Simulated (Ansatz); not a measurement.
**AlN (P6_3mc): elasticity against pressure**

```
Al N
1.0
     3.11384    0.00000    0.00000
    -1.55692    2.69666    0.00000
     0.00000    0.00000    4.98285
Al N
2 2
Direct
  0.33333 0.66667 0.99899
  0.66667 0.33333 0.49899
  0.33333 0.66667 0.38101
  0.66667 0.33333 0.88101
```

This is the zero-pressure cell. At each pressure cell and atoms are relaxed in this structure, and the constants are slopes of the stress at strains of ±0.005 with relaxed ions (the coefficients that govern stability under load). Level: PBEsol, PAW on Ansatz 0.2.0's default frozen-core files (fitted under PBE), scalar-relativistic; k mesh 8×8×6, strains of ±0.005, fixed occupations, cutoff 420 eV. P is the pressure of the relaxed cell, less that of this one.

```csv
P (GPa),V/V₀,C11 (GPa),C12 (GPa),C13 (GPa),C33 (GPa),C44 (GPa)
0.00,1.0000,378.1,136.3,106.8,353.0,111.1
0.95,?,?,?,?,?,?
1.93,0.9906,385.7,144.0,114.0,358.7,111.5
3.97,0.9810,394.1,152.5,122.0,364.3,112.1
6.97,0.9678,406.6,165.0,133.7,371.6,113.0
9.97,0.9554,418.2,177.4,145.4,378.4,113.6
14.97,0.9362,435.6,197.5,165.0,388.4,114.6
```

**Question.** Does the bulk modulus from the constants agree with the pressure-volume curve?

**Answer.** A third-order Birch-Murnaghan fit to the volumes shown (F against f, f = [(V₀/V)^(2/3) − 1]/2) gives B₀ = 200.3 GPa and B′ = 3.8. Its −V dP/dV stands beside the Reuss value 1/ΣS_ij (i, j ≤ 3):

```
P (GPa)  from P(V)  from the constants
   0.00      200.3               200.2
   1.93      207.6               207.3
   3.97      215.3               215.1
   6.97      226.4               226.5
   9.97      237.4               237.5
  14.97      255.4               255.3
```

**Question.** What are the pressure derivatives at zero pressure?

**Answer.** Slopes at V₀ of quadratic fits in −ln(V/V₀) through the first four rows shown, divided by B₀: dC11/dP = 3.9, dC12/dP = 4.0, dC13/dP = 3.7, dC33/dP = 3.1, dC44/dP = 0.2. The mean slopes up to 4.0 GPa are 4.0, 4.1, 3.8, 2.8, 0.3; curvature and scatter of the constants part the two.

**Question.** Fill the row at 0.95 GPa.

**Answer.** Cubic fits in −ln(V/V₀) through all rows shown give C11 = 381.8, C12 = 140.1, C13 = 110.3, C33 = 355.9, C44 = 111.3 GPa. Computed: V/V₀ = 0.9953, C11 (GPa) = 381.9, C12 (GPa) = 140.1, C13 (GPa) = 110.4, C33 (GPa) = 356.3, C44 (GPa) = 111.3.

**Question.** Does a shear stiffness soften?

**Answer.** C44 goes from 111.1 to 114.6 GPa; (C11 − C12)/2 goes from 120.9 to 119.1 GPa. Neither ends more than 3 % under its start, and the lattice stays mechanically stable over this range.

Keep in mind: no other phase was computed; many crystals of this kind change structure within this range, and rows or crossings beyond such a change describe a metastable lattice; frozen-core PAW files fitted under PBE, their cores solved anew for the functional of the run; constants at zero field, no piezoelectric stiffening; phonons weren't checked at these pressures.
